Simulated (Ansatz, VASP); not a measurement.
## Two plane-wave programs on Ag

File INCAR:

```
SYSTEM = Ag
PREC     = Accurate       ! precision mode
ENCUT    = 520            ! plane-wave cutoff, eV
EDIFF    = 1E-7           ! SCF threshold, eV
ISMEAR   = 0              ! smearing method
SIGMA    = 0.05           ! smearing width, eV
LREAL    = .FALSE.        ! projectors in reciprocal space
LASPH    = .TRUE.         ! aspherical terms in the spheres
NELM     = 80             ! most SCF steps
ALGO     = Normal         ! electronic algorithm
ISIF     = 2              ! what is computed and relaxed
LWAVE    = .FALSE.        ! write WAVECAR
LCHARG   = .FALSE.        ! write CHGCAR
GGA      = PS             ! functional
NBANDS   = 12             ! bands
```

Contents of KPOINTS:

```
regular mesh
0
G
  18 18 18
  0 0 0
```

The input POSCAR:

```
Ag
1.0
    0.0000000000      2.0271502879      2.0271502879
    2.0271502879      0.0000000000      2.0271502879
    2.0271502879      2.0271502879      0.0000000000
Ag
1
Direct
    0.0000000000      0.0000000000      0.0000000000
```

Input for Ansatz:

```yaml
crystal:
  lattice:
    - [0.0, 2.0271502879, 2.0271502879]
    - [2.0271502879, 0.0, 2.0271502879]
    - [2.0271502879, 2.0271502879, 0.0]
  atoms:
    - { symbol: Ag, position: [0.0, 0.0, 0.0] }
basis:
  ecutwfc: 420
  ecutrho_ratio: 4
kpoints:
  mp_grid: { grid: [18, 18, 18] }
hamiltonian:
  xc: pbesol
scf:
  occupations: { method: gaussian, width: 0.05 }
output:
  forces: true
  stress: true
  eigenvalues: true
```

Alike in both runs: task single point; functional PBEsol; k mesh 18 × 18 × 18; occupations gaussian, width 0.05 eV; no spin polarisation.

```csv
,VASP,Ansatz
version,VASP 6.6.1,Ansatz 0.2.0
potentials or method,"VASP PAW PBE potentials, release 64 (Ag)","scalar-relativistic, plane waves, PAW"
plane-wave cutoff (eV),520,420
valence electrons in the cell,11,19
```

Ansatz gave:

```
pressure (GPa) : 0.0
```

Estimate VASP's values.

pressure (GPa): -0.2.

With one functional, cell and mesh, what is left measures potentials, basis and numerics. The two sets of potentials don't hold the same shells in valence.

Caveats: the PAW data sets were made with another functional, which shifts forces and pressure a little (VASP).
